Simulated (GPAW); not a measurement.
The system is TiO.

```
Ti O
1.0
     2.70834    0.00000    0.00000
     0.00000    2.70834    0.00000
     0.00000    0.00000    2.70834
Ti O
1 1
Direct
  0.00000 0.00000 0.00000
  0.50000 0.50000 0.50000
```

The cell comes from a database or a generator and needn't be the stable form of this composition.

Program: GPAW 26.7.0. Alike in all runs: task single point; cell as given; k mesh 7 × 7 × 7; cutoff (eV) 800; smearing gaussian 0.05 eV.

**Question.** Order these runs on this cell by their pressure, lowest first.
A. level r2SCAN+U; potentials or basis GPAW PAW data sets (gpaw-data 1.2.1), pw; spin collinear, zero start; U Ti d U = 4 eV; fixed moment (μB) 0.0
B. level r2SCAN+U; potentials or basis GPAW PAW data sets (gpaw-data 1.2.1), pw; spin collinear, zero start; U Ti d U = 2 eV
C. level LDA+U; potentials or basis the program's PAW data sets (release 1.2.1) made for this functional, pw; spin collinear, random start; U Ti d U = 2 eV

**Answer.** C (-24.8 GPa), B (-14.8 GPa), A (-11.6 GPa).

Caveats: the PAW data sets were made with another functional, which shifts forces and pressure a little (some runs); the total moment is fixed, so each spin has its own Fermi level (some runs).
